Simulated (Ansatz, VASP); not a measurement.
One calculation of RbH3, two programs

```xyz
4
Lattice="2.6130 -2.6281 0.0000 2.6130 2.6281 0.0000 0.0000 0.0000 4.9657" Properties=species:S:1:pos:R:3 pbc="T T T"
Rb    0.0000    0.0000    0.0000
H     2.6130    0.0000    1.4284
H     2.6130    0.0000    2.4829
H     2.6130    0.0000    3.5373
```

The cell was built by a generator and needn't be a form met in nature.

Alike in both runs: task single point; functional PBE; k mesh 8 × 8 × 6; occupations gaussian, width 0.02 eV; no spin polarisation.

|  | VASP | Ansatz |
| --- | --- | --- |
| version | VASP 6.6.1 | Ansatz 0.2.0 |
| potentials or method | VASP PAW PBE potentials, release 64 (Rb_sv, H) | scalar-relativistic, plane waves, PAW |
| plane-wave cutoff (eV) | 520 | 420 |
| valence electrons in the cell | 12 | 12 |

Ansatz gave:

```
gap on the k mesh at the Fermi level (eV) : 1.82
least direct gap on the mesh (eV)         : 2.31
pressure (GPa)                            : 0.0
rms of the force components (eV/Å)        : 0.001
```

What did VASP give for the same quantities?

gap on the k mesh at the Fermi level (eV): 1.81; least direct gap on the mesh (eV): 2.31; pressure (GPa): -0.1; rms of the force components (eV/Å): 0.005.

Atom by atom the forces differ by 0.004 eV/Å (rms over components). With one functional, cell and mesh, what is left measures potentials, basis and numerics.

A k mesh can miss the band edges. Expect the measured gap to be larger: semilocal functionals such as PBE lack the derivative discontinuity.
